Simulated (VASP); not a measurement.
# InP (F-43m) in VASP: single point with PBEsol

Aim: the single point of InP with PBEsol.

All numbers are computed with VASP 6.6.1; they aren't measurements. Logs are shortened: lines on timing, memory, paths and dates and some standing lists are left out, and cuts for length are marked.

**What was measured.**

From a printed reference work, data compilation, for a bulk crystal of InP at 1.6 K: band gap 1.4236 eV (direct).

The results are compared with them further down.

## Step 1: The cell of the first run

It takes space group F-43m (No. 216, cubic). The conventional cell has a = 5.861 Å, b = 5.861 Å, c = 5.861 Å, α = 90.00°, β = 90.00°, γ = 90.00°. Within 3.3 Å of In (site symmetry -43m) lie 4 P at 2.54 Å. Within 3.3 Å of P (site symmetry -43m) lie 4 In at 2.54 Å.

## Step 2: Single point, PBEsol

Input file INCAR:

```
SYSTEM = InP
ALGO = Normal
EDIFF = 1E-6
ENCUT = 500
GGA = PS
GGA_COMPAT = .False.
ISIF = 2
ISMEAR = 1
LASPH = .True.
LCHARG = .False.
LREAL = .False.
LWAVE = .False.
NBANDS = 16
NELM = 120
PREC = Accurate
SIGMA = 0.0947
```

Input file KPOINTS:

```
k-points
0
Gamma
  8 8 8
  0 0 0
```

Input file POSCAR:

```
InP
1.0
    0.0000000000      2.9305000000      2.9305000000
    2.9305000000      0.0000000000      2.9305000000
    2.9305000000      2.9305000000      0.0000000000
In P
1 1
Direct
    0.0000000000      0.0000000000      0.0000000000
    0.2500000000      0.2500000000      0.2500000000
```

Potentials or basis: VASP PAW PBE potentials, release 64 (In_d, P).

Launch:

```console
> cat potpaw_PBE.64/In_d/POTCAR potpaw_PBE.64/P/POTCAR > POTCAR
> mpirun -np 1 vasp_std > vasp.out
```

OUTCAR:

```text
SYSTEM = InP
   EDIFF = 1E-6
   ENCUT = 500
   GGA = PS
   ISIF = 2
   ISMEAR = 1
   LASPH = .True.
   LREAL = .False.
   NELM = 120
   PREC = Accurate

 ion  position               nearest neighbor table
   1  0.000  0.000  0.000-   2 2.54   2 2.54   2 2.54   2 2.54
   2  0.250  0.250  0.250-   1 2.54   1 2.54   1 2.54   1 2.54

  LATTYP: Found a face centered cubic cell.
 ALAT       =     5.8610000000

  Lattice vectors:

 A1 = (   0.0000000000,   2.9305000000,   2.9305000000)
 A2 = (   2.9305000000,   0.0000000000,   2.9305000000)
 A3 = (   2.9305000000,   2.9305000000,   0.0000000000)

Analysis of symmetry for initial positions (statically):
=====================================================================
 Subroutine PRICEL returns:
 Original cell was already a primitive cell.

 Routine SETGRP: Setting up the symmetry group for a
 face centered cubic supercell.

 Subroutine GETGRP returns: Found 24 space group operations
 (whereof 24 operations were pure point group operations)
 out of a pool of 48 trial point group operations.

The static configuration has the point symmetry T_d .

Analysis of symmetry for dynamics (positions and initial velocities):
=====================================================================
 Subroutine PRICEL returns:
 Original cell was already a primitive cell.

 Routine SETGRP: Setting up the symmetry group for a
 face centered cubic supercell.

 Subroutine GETGRP returns: Found 24 space group operations
 (whereof 24 operations were pure point group operations)
 out of a pool of 48 trial point group operations.

The dynamic configuration has the point symmetry T_d .

 Subroutine INISYM returns: Found 24 space group operations
 (whereof 24 operations are pure point group operations),
 and found     1 'primitive' translations

----------------------------------------------------------------------------------------

                                     Primitive cell

  volume of cell :      50.3333

  direct lattice vectors                    reciprocal lattice vectors
     0.000000000  2.930500000  2.930500000    -0.170619348  0.170619348  0.170619348
     2.930500000  0.000000000  2.930500000     0.170619348 -0.170619348  0.170619348
     2.930500000  2.930500000  0.000000000     0.170619348  0.170619348 -0.170619348

  length of vectors
     4.144352845  4.144352845  4.144352845     0.295521380  0.295521380  0.295521380

  position of ions in fractional coordinates (direct lattice)
     0.000000000  0.000000000  0.000000000
     0.250000000  0.250000000  0.250000000

  ion indices of the primitive-cell ions
   primitive index   ion index
                 1           1
                 2           2

----------------------------------------------------------------------------------------

 KPOINTS: k-points

Automatic generation of k-mesh.
 Grid dimensions read from file:
 generate k-points for:    8    8    8

 Generating k-lattice:

  Cartesian coordinates                     Fractional coordinates (reciprocal lattice)
    -0.021327419  0.021327419  0.021327419     0.125000000  0.000000000  0.000000000
     0.021327419 -0.021327419  0.021327419     0.000000000  0.125000000  0.000000000
     0.021327419  0.021327419 -0.021327419     0.000000000  0.000000000  0.125000000

  Length of vectors
     0.036940172  0.036940172  0.036940172

  Shift w.r.t. Gamma in fractional coordinates (k-lattice)
     0.000000000  0.000000000  0.000000000

 Subroutine IBZKPT returns following result:
 ===========================================

 Found     29 irreducible k-points:

 Following reciprocal coordinates:
            Coordinates               Weight
  0.000000  0.000000  0.000000      1.000000
  0.125000  0.000000  0.000000      8.000000
  0.250000  0.000000  0.000000      8.000000
  0.375000  0.000000  0.000000      8.000000
  0.500000  0.000000  0.000000      4.000000
  0.125000  0.125000  0.000000      6.000000
[... 16 lines left out ...]
  0.500000  0.250000  0.125000     48.000000
 -0.375000  0.250000  0.125000     24.000000
 [... further k-points ...]
   k-points           NKPTS =     29   k-points in BZ     NKDIM =     29   number of bands    NBANDS=     16
   number of dos      NEDOS =    301   number of ions     NIONS =      2
   total plane-waves  NPLWV =  27000
   dimension x,y,z NGX =    30 NGY =   30 NGZ =   30
   dimension x,y,z NGXF=    60 NGYF=   60 NGZF=   60
   ions per type =               1   1
   NGX,Y,Z   is equivalent  to a cutoff of  12.03, 12.03, 12.03 a.u.
   NGXF,Y,Z  is equivalent  to a cutoff of  24.07, 24.07, 24.07 a.u.
 SYSTEM =  InP
   PREC   = accura    normal or accurate (medium, high low for compatibility)
   ISTART =      0    job   : 0-new  1-cont  2-samecut
   ICHARG =      2    charge: 1-file 2-atom 10-const
   ISPIN  =      1    spin polarized calculation?
   LNONCOLLINEAR =      F non collinear calculations
   LSORBIT =      F    spin-orbit coupling
   LASPH  =      T    aspherical Exc in radial PAW
   ENCUT  =  500.0 eV  36.75 Ry    6.06 a.u.   7.56  7.56  7.56*2*pi/ulx,y,z
   NELM   =    120;   NELMIN=  2; NELMDL= -5     # of ELM steps
   EDIFF  = 0.1E-05   stopping-criterion for ELM
   LREAL  =      F    real-space projection
   EDIFFG = 0.1E-04   stopping-criterion for IOM
   NSW    =      0    number of steps for IOM
   IBRION =     -1    ionic relax: 0-MD 1-quasi-New 2-CG
   NFREE  =      0    steps in history (QN), initial steepest desc. (CG)
   ISIF   =      2    stress and relaxation
   ISYM   =      2    0-nonsym 1-usesym 2-fastsym
   POTIM  = 0.5000    time-step for ionic-motion
   TEBEG  =    0.0;   TEEND  =   0.0 temperature during run
   PSTRESS=    0.0 pullay stress
   NELECT =      18.0000    total number of electrons
   NUPDOWN=      -1.0000    fix difference up-down
   EMIN   =  10.00;   EMAX   =-10.00  energy-range for DOS
   EFERMI =   0.00;   METHOD = LEGACY
   ISMEAR =     1;   SIGMA  =   0.09  broadening in eV -4-tet -1-fermi 0-gaus
   EFERMI_NEDOS =   21; number of points for ismear=-14 and -15
   IALGO  =     38    algorithm
   IMIX   =      4    mixing-type and parameters
     AMIX     =   0.40;   BMIX     =  1.00
     AMIX_MAG =   1.60;   BMIX_MAG =  1.00
  volume/ion in A,a.u.               =      25.17       169.83
  Fermi-wavevector in a.u.,A,eV,Ry     =   1.162021  2.195901 18.371846  1.350293
  Thomas-Fermi vector in A             =   2.298587
   LORBIT       =      0    0 simple, 1 ext, 2 COOP (PROOUT), +10 PAW based schemes
   GGA     = PS    functional components
   LHFCALC =     F    Hartree Fock is set to
   AEXX    =    0.0000 exact exchange contribution
   IVDW    =     0    specifies the selected vdW correction
   LEPSILON=     F    determine dielectric tensor
   LRPA    =     F    only Hartree local field effects (RPA)
 non-spin polarized calculation
 Methfessel and Paxton  Order N= 1 SIGMA  =   0.09
  energy-cutoff  :      500.00
  volume of cell :       50.33
 maximum number of plane-waves:      1303
   NGX = 15   NGY = 15   NGZ = 15

 number of electron      18.0000009 magnetization

 Free energy of the ion-electron system (eV)
  ---------------------------------------------------
  ext. energy  EPLUGINS =         0.00000000
  ---------------------------------------------------
  free energy    TOTEN  =        -9.15379500 eV

  energy without entropy =       -9.15383012  energy(sigma->0) =       -9.15380670

 E-fermi :   5.1712     XC(G=0):  -9.4791

 val. band max:        5.0920235898   @ k =   0.0000   0.0000   0.0000
 cond. band min:       5.7067221432   @ k =   0.0000   0.0000   0.0000
 fundamental gap:      0.6146985534
 Fermi energy:         5.1712334879

 k-point     1 :       0.0000    0.0000    0.0000
  band No.  band energies     occupation
      1      -9.0579      2.00000
      2      -9.0579      2.00000
      3      -9.0579      2.00000
      4      -8.9033      2.00000
      5      -8.9033      2.00000
      6      -6.4562      2.00000
[... 8 lines left out ...]
     15      14.5220      0.00000
     16      14.5220      0.00000

 k-point     2 :       0.1250    0.0000    0.0000
  band No.  band energies     occupation
      1      -9.0774      2.00000
      2      -9.0503      2.00000
      3      -9.0503      2.00000
      4      -8.9032      2.00000
      5      -8.9032      2.00000
      6      -6.2759      2.00000
[... 8 lines left out ...]
     15      13.8465      0.00000
     16      14.2434      0.00000

 k-point     3 :       0.2500    0.0000    0.0000
  band No.  band energies     occupation
      1      -9.1219      2.00000
      2      -9.0342      2.00000
      3      -9.0342      2.00000
      4      -8.9007      2.00000
      5      -8.9007      2.00000
      6      -5.7719      2.00000
[... 8 lines left out ...]
     15      13.6149      0.00000
     16      14.0315      0.00000

 k-point     4 :       0.3750    0.0000    0.0000
  band No.  band energies     occupation
      1      -9.1634      2.00000
      2      -9.0221      2.00000
      3      -9.0221      2.00000
      4      -8.8938      2.00000
      5      -8.8938      2.00000
      6      -5.0947      2.00000
[... 8 lines left out ...]
     15      14.5554      0.00000
     16      14.5554      0.00000
[... 324 lines left out ...]
 k-point    22 :       0.3750    0.2500    0.1250
  band No.  band energies     occupation
      1      -9.1604      2.00000
      2      -9.0146      2.00000
      3      -9.0081      2.00000
      4      -8.9191      2.00000
      5      -8.8879      2.00000
      6      -5.3533      2.00000
[... 8 lines left out ...]
     15      15.2356      0.00000
     16      16.6002      0.00000

 k-point    23 :       0.5000    0.2500    0.1250
  band No.  band energies     occupation
      1      -9.1847      2.00000
      2      -9.0093      2.00000
      3      -8.9934      2.00000
      4      -8.9152      2.00000
      5      -8.8876      2.00000
      6      -4.7321      2.00000
[... 8 lines left out ...]
     15      15.8436      0.00000
     16      16.4229      0.00000

 k-point    24 :      -0.3750    0.2500    0.1250
  band No.  band energies     occupation
      1      -9.1935      2.00000
      2      -9.0088      2.00000
      3      -8.9882      2.00000
      4      -8.9091      2.00000
      5      -8.8902      2.00000
      6      -4.3836      2.00000
[... 8 lines left out ...]
     15      15.6896      0.00000
     16      16.3640      0.00000

 [... further k-points ...]
[... 5 lines left out ...]
  --------------------------------------------------------------------------------------
  -------------------------------------------------------------------------------------
  Total        0.1828600      0.1828600      0.1828600      0.0000000      0.0000000     -0.0000000
  in kB        5.8206864      5.8206864      5.8206864      0.0000000      0.0000000     -0.0000000
  external PRESSURE =       5.8206864 kB  Pullay stress =       0.0000000 kB

 VOLUME and BASIS-vectors are now :
 -----------------------------------------------------------------------------
  energy-cutoff  :      500.00
  volume of cell :       50.33
      direct lattice vectors                 reciprocal lattice vectors
     0.000000000  2.930500000  2.930500000    -0.170619348  0.170619348  0.170619348
     2.930500000  0.000000000  2.930500000     0.170619348 -0.170619348  0.170619348
     2.930500000  2.930500000  0.000000000     0.170619348  0.170619348 -0.170619348

 POSITION                                       TOTAL-FORCE (eV/Angst)
 -----------------------------------------------------------------------------------
      0.00000      0.00000      0.00000         0.000000      0.000000      0.000000
      1.46525      1.46525      1.46525        -0.000000     -0.000000     -0.000000
 -----------------------------------------------------------------------------------
    total drift:                                0.000000      0.000000      0.000000

  FREE ENERGIE OF THE ION-ELECTRON SYSTEM (eV)
  ---------------------------------------------------
  free  energy   TOTEN  =        -9.1537949950 eV

  energy  without entropy=       -9.1538301185  energy(sigma->0) =       -9.15380670
```

Wall time 18 s (1 thread of Intel Xeon 6975P-C, shared host); peak memory 0.17 GiB.

Results:

* Free energy: -9.1538 eV
* Pressure: 0.6 GPa
* Band gap on the k mesh: 0.61 eV, direct

Caveat: the PAW data sets were made with another functional, which shifts forces and pressure a little; spin-orbit coupling is left out, which moves the levels of the heavy elements.

## Step 3: Against experiment

Step 2. A measured gap of InP is 1.4236 eV (direct; 1.6 K; a printed reference work, data compilation); the calculated 0.61 eV misses it by -0.81 eV. Spin-orbit coupling on In is left out. The value is that of PBEsol, without temperature or zero-point motion. Semilocal functionals fall short of measured gaps as a rule.
